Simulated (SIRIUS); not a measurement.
Sr: energy against volume and a worked fit

```cif
data_structure
_symmetry_space_group_name_H-M 'Fm-3m'
_symmetry_Int_Tables_number 225
_cell_length_a 6.0847
_cell_length_b 6.0847
_cell_length_c 6.0847
_cell_angle_alpha 90.000
_cell_angle_beta 90.000
_cell_angle_gamma 90.000
_cell_volume 225.28
loop_
_atom_site_label
_atom_site_type_symbol
_atom_site_symmetry_multiplicity
_atom_site_Wyckoff_symbol
_atom_site_fract_x
_atom_site_fract_y
_atom_site_fract_z
_atom_site_occupancy
Sr1 Sr 4 a 0.00000 0.00000 0.00000 1
```

The cell was scaled at fixed shape and fractions and run with SIRIUS, all-electron FP-LAPW, apw+lo standard; AM05, k mesh 8 × 8 × 8 on the cell of 1 atom, fermi-dirac occupations of 0.05 eV, no spin polarisation, no spin-orbit coupling. Energies are those that the program minimises, any entropy of the smearing included. For a metal such a mesh isn't converged to the digits shown.

```tsv
V (Å³/atom)	energy over the lowest row (meV/atom)
52.9402	0.000
54.0666	0.266
55.1929	2.256
56.3193	?
57.4457	10.526
58.5721	16.880
59.6985	24.114
```

Fit the third-order Birch-Murnaghan form, give V0, B0 and B′, and predict the energy left open.

With y = (V0/V)^(2/3), E = E0 + (9 V0 B0/16) [(y - 1)³ B′ + (y - 1)² (6 - 4y)]. Least squares through the rows shown give V0 = 53.3273 Å³/atom, E0 = -0.104 meV, B0 = 12.01 GPa (1 eV/Å³ = 160.218 GPa) and B′ = 3.27, with a largest miss of 0.090 meV, so B0 and B′ are loose. At V = 56.3193 the form with these constants gives 5.715 meV; the run gave 5.669 meV an atom.
